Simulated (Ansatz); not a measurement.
BaH2, 6 atoms in the cell. The structure is hexagonal, space group P6_3/mmc (No. 194). The conventional cell has a = 4.462 Å, b = 4.462 Å, c = 6.055 Å, α = 90.00°, β = 90.00°, γ = 120.00°. Ba (site symmetry -6m2) has 3 H at 2.58 Å as nearest neighbours. Around H (site symmetry -3m) lie 6 Ba at 2.99 Å and 8 H at 2.99 to 3.03 Å. H (site symmetry -6m2) has 3 Ba at 2.58 Å as nearest neighbours. The cell comes from a database or a generator and needn't be the stable form of this composition.

- Program: Ansatz 0.2.0
- Task: relaxation of cell and atoms
- Functional: PBEsol
- Potentials or basis: Ansatz PAW
- Cutoff: 420 eV (not typed: the program's choice for these potentials)
- k mesh: 7 × 7 × 5
- Occupations: fermi-dirac, width 0.05 eV
- Spin: no spin polarisation
- Target pressure: 20 GPa
- Target pressure (GPa): 20

Potentials or basis: Ansatz PAW.

The run is started by

```bash
$ ansatz run input.yaml --threads 2 --pin off --max-ram 5632MiB --backend cpu --events-out ev --progress --plain --runs-dir out
```

Hardware: 2 threads of AMD EPYC 7R43 64-Core Processor (Zen 3), on a shared host.

**Question.** Estimate the wall time of this run.

**Answer.** Run time: 20 s on 2 threads of AMD EPYC 7R43 64-Core Processor (Zen 3) (shared host), peak memory 0.44 GiB. Counts: scf iterations 45, plane waves 1385, k points 24, bands 18, ion steps 10.
